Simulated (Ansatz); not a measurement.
# AgI: projected DOS by orbital

```xyz
4
Lattice="4.5800 0.0000 0.0000 -2.2900 3.9664 0.0000 0.0000 0.0000 7.5100" Properties=species:S:1:pos:R:3 pbc="T T T"
Ag    0.0000    2.6443    0.0000
Ag    2.2900    1.3221    3.7550
I     0.0000    2.6443    2.8163
I     2.2900    1.3221    6.5713
```

Atoms are numbered in the order listed.

The cell is COD entry 1011050, as deposited and not checked against the literature; nothing was relaxed. It is an old determination, and later ones may differ.

Spin–orbit coupling is left out, though it moves levels of the heavy atoms by tenths of an eV or more.

The calculation used DFT, PBE, all-electron LAPW, scalar-relativistic (Ansatz 0.2.0).

Settings: a Γ-centred 8×8×4 k mesh, Fermi–Dirac smearing of 0.01 eV, basis error target 0.5 meV/atom, no spin polarisation.

States per eV for one atom of each kind, in 0.4 eV bins named by their centres, from the valence-band top, projected on a minimal set of Löwdin-orthogonalised atomic shells; orbitals are real harmonics on the Cartesian axes, equal curves share a column, and empty bins are left out, as is all above 8.1 eV, near the top of the computed bands.

Ag1 4d:

```
# E all dz2 dxz=dyz dx2-y2=dxy
-12.8 0.01 0.00 0.00 0.00
-12.4 0.10 0.03 0.01 0.02
-4.4 1.76 0.42 0.31 0.36
-4.0 5.78 1.77 0.79 1.22
-3.6 0.25 0.04 0.04 0.06
-3.2 7.82 0.51 2.17 1.49
-2.8 3.69 0.69 0.81 0.68
-2.4 1.27 0.34 0.24 0.23
-2.0 0.84 0.24 0.13 0.18
-1.6 1.02 0.24 0.15 0.24
-1.2 1.06 0.34 0.15 0.21
-0.8 0.88 0.25 0.13 0.18
-0.4 0.35 0.09 0.05 0.08
0.0 0.04 0.01 0.01 0.01
3.2 0.01 0.00 0.00 0.00
3.6 0.01 0.00 0.00 0.00
4.0 0.01 0.00 0.00 0.00
5.2 0.01 0.00 0.00 0.00
6.4 0.01 0.00 0.00 0.00
7.2 0.01 0.00 0.00 0.00
```

I3 5p:

```
# E all pz px=py
-4.4 2.23 0.76 0.73
-4.0 3.97 1.34 1.31
-3.6 0.17 0.02 0.07
-3.2 0.06 0.02 0.02
-2.8 0.22 0.07 0.08
-2.4 0.44 0.13 0.15
-2.0 0.73 0.25 0.24
-1.6 1.42 0.41 0.51
-1.2 1.81 0.71 0.55
-0.8 1.67 0.56 0.56
-0.4 0.72 0.21 0.26
0.0 0.09 0.01 0.04
2.0 0.01 0.00 0.00
2.4 0.02 0.01 0.01
2.8 0.06 0.02 0.02
3.2 0.19 0.06 0.07
3.6 0.32 0.11 0.10
4.0 0.25 0.08 0.08
4.4 0.05 0.02 0.02
4.8 0.04 0.01 0.01
5.2 0.14 0.05 0.05
5.6 0.05 0.01 0.02
6.0 0.03 0.01 0.01
6.4 0.04 0.01 0.01
6.8 0.03 0.01 0.01
7.2 0.04 0.02 0.01
7.6 0.03 0.01 0.01
```

Ag1 5s:

```
# E all
-12.8 0.14
-12.4 0.17
-4.4 0.46
-4.0 0.30
-3.6 0.01
-3.2 0.04
-2.8 0.10
-2.4 0.09
-2.0 0.06
-1.6 0.05
-1.2 0.04
-0.8 0.02
1.6 0.01
2.0 0.03
2.4 0.08
2.8 0.20
3.2 0.63
3.6 0.91
4.0 0.64
4.4 0.13
4.8 0.08
5.2 0.24
5.6 0.08
6.0 0.04
6.4 0.05
6.8 0.05
7.2 0.07
7.6 0.06
```

I3 5s:

```
# E all
-12.8 0.79
-12.4 3.78
-4.4 0.01
-3.2 0.01
-2.8 0.05
-2.4 0.05
-2.0 0.03
-1.6 0.02
-1.2 0.02
-0.8 0.01
2.0 0.01
2.4 0.02
2.8 0.03
3.2 0.07
3.6 0.06
4.0 0.02
5.2 0.01
```
